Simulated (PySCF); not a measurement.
Record of a relaxation.

Compound: C5H6N (charge +1).
Atom-mapped SMILES: `[cH:1]1[cH:2][cH:3][nH+:4][cH:5][cH:6]1` (hydrogens: H7 on C1; H8 on C2; H9 on C3; H10 on N4; H11 on C5; H12 on C6)
Bond orders are those of one Lewis drawing.

Method: PBE0-D3(BJ)/def2-SVP geometry optimisation, gas phase in PySCF; density fitting, grid level 1; the optimiser is geomeTRIC in internal coordinates, started from a GFN2-xTB structure. The frame can shift and turn from step to step; on so coarse a grid that alone can change the energy by a few meV, and forces under 0.02 eV/Å are noise.

Step 0: E = -6753.5967 eV, largest atomic force 0.492 eV/Å
```
atom  x, y, z in Å  |  force x, y, z in eV/Å
C1      1.389   -0.009    0.026   -0.331   0.004   0.002
C2      0.696    1.197    0.018   -0.125  -0.239  -0.010
C3     -0.684    1.177   -0.011    0.304   0.260   0.013
N4     -1.334    0.009   -0.030   -0.128   0.001  -0.008
C5     -0.700   -1.168   -0.023    0.298  -0.263   0.012
C6      0.680   -1.206    0.006   -0.123   0.244  -0.008
H7      2.469   -0.017    0.047    0.492  -0.003   0.010
H8      1.220    2.139    0.034    0.169   0.441   0.005
H9     -1.273    2.083   -0.018   -0.321   0.294  -0.005
H10    -2.353    0.016   -0.051   -0.071  -0.001  -0.002
H11    -1.300   -2.066   -0.039   -0.328  -0.295  -0.008
H12     1.192   -2.156    0.013    0.164  -0.445  -0.001
```

Step 1: E = -6753.6209 eV, largest atomic force 0.112 eV/Å
```
atom  x, y, z in Å  |  force x, y, z in eV/Å
C1      1.343   -0.052    0.037    0.112  -0.001   0.001
C2      0.654    1.162    0.028    0.042   0.098   0.003
C3     -0.727    1.148   -0.002   -0.092  -0.028  -0.003
N4     -1.372   -0.033   -0.022    0.000  -0.001   0.001
C5     -0.743   -1.223   -0.014   -0.091   0.030  -0.003
C6      0.638   -1.256    0.015    0.041  -0.100   0.002
H7      2.437   -0.059    0.060   -0.054   0.000  -0.001
H8      1.181    2.120    0.044   -0.012  -0.047   0.000
H9     -1.346    2.048   -0.010    0.031  -0.016   0.001
H10    -2.392   -0.026   -0.044    0.004   0.000   0.000
H11    -1.373   -2.114   -0.032    0.032   0.016   0.001
H12     1.152   -2.220    0.022   -0.011   0.048   0.000
```

Step 2: E = -6753.6210 eV, largest atomic force 0.106 eV/Å
```
atom  x, y, z in Å  |  force x, y, z in eV/Å
C1      1.346   -0.052    0.037   -0.014   0.000   0.000
C2      0.655    1.162    0.028   -0.009  -0.008   0.000
C3     -0.728    1.145   -0.002   -0.042   0.034  -0.001
N4     -1.376   -0.033   -0.022    0.106  -0.001   0.002
C5     -0.743   -1.220   -0.014   -0.044  -0.035  -0.001
C6      0.639   -1.256    0.015   -0.010   0.010   0.000
H7      2.438   -0.059    0.060    0.000   0.000   0.000
H8      1.181    2.118    0.044   -0.002   0.001   0.000
H9     -1.343    2.047   -0.010    0.007   0.009   0.000
H10    -2.396   -0.026   -0.044    0.002   0.000   0.000
H11    -1.371   -2.113   -0.032    0.007  -0.009   0.000
H12     1.152   -2.219    0.022   -0.002  -0.001   0.000
```

Step 3: E = -6753.6211 eV, largest atomic force 0.085 eV/Å
```
atom  x, y, z in Å  |  force x, y, z in eV/Å
C1      1.344   -0.052    0.037   -0.065   0.000   0.000
C2      0.654    1.163    0.028   -0.024  -0.048  -0.001
C3     -0.729    1.148   -0.002    0.075  -0.037   0.002
N4     -1.372   -0.033   -0.022   -0.056   0.001  -0.002
C5     -0.745   -1.223   -0.014    0.076   0.037   0.003
C6      0.638   -1.257    0.015   -0.024   0.048  -0.001
H7      2.436   -0.059    0.061    0.034   0.000   0.001
H8      1.181    2.118    0.045    0.013   0.027   0.001
H9     -1.344    2.049   -0.011   -0.017   0.010   0.000
H10    -2.392   -0.026   -0.044   -0.007   0.000  -0.001
H11    -1.372   -2.115   -0.033   -0.017  -0.010  -0.001
H12     1.152   -2.218    0.022    0.013  -0.028   0.000
```

Step 4: E = -6753.6213 eV, largest atomic force under 0.02 eV/Å
```
atom  x, y, z in Å  |  force x, y, z in eV/Å
C1      1.344   -0.052    0.037    0.018   0.000   0.000
C2      0.654    1.163    0.028    0.000   0.002   0.000
C3     -0.728    1.147   -0.002   -0.007   0.002   0.000
N4     -1.373   -0.033   -0.022   -0.002   0.000   0.000
C5     -0.744   -1.222   -0.014   -0.007  -0.002   0.000
C6      0.638   -1.257    0.015    0.000  -0.002   0.000
H7      2.437   -0.059    0.061   -0.003   0.000   0.000
H8      1.181    2.118    0.045   -0.001  -0.004   0.000
H9     -1.344    2.048   -0.010    0.001  -0.002   0.000
H10    -2.393   -0.026   -0.044    0.001   0.000   0.000
H11    -1.371   -2.115   -0.033    0.001   0.002   0.000
H12     1.152   -2.219    0.022   -0.001   0.004   0.000
```

Problem. Summarise the path.

Solution. The energy falls by 0.0246 eV from step 0 to step 4; nine tenths of that is first reached at step 1. It falls at every step. The largest force goes from 0.492 to under 0.02 eV/Å. Among the bonds C1–H7 changes most (a near tie, within 0.001 Å, with another), from 1.080 to 1.093 Å; the atoms move by 0.016 Å rms after alignment.

The cost below is that of the whole optimisation. Hardware: an Arm Neoverse N1 with one thread, no GPU, shared host. Cost: 25 s, 0.50 GiB resident at most.
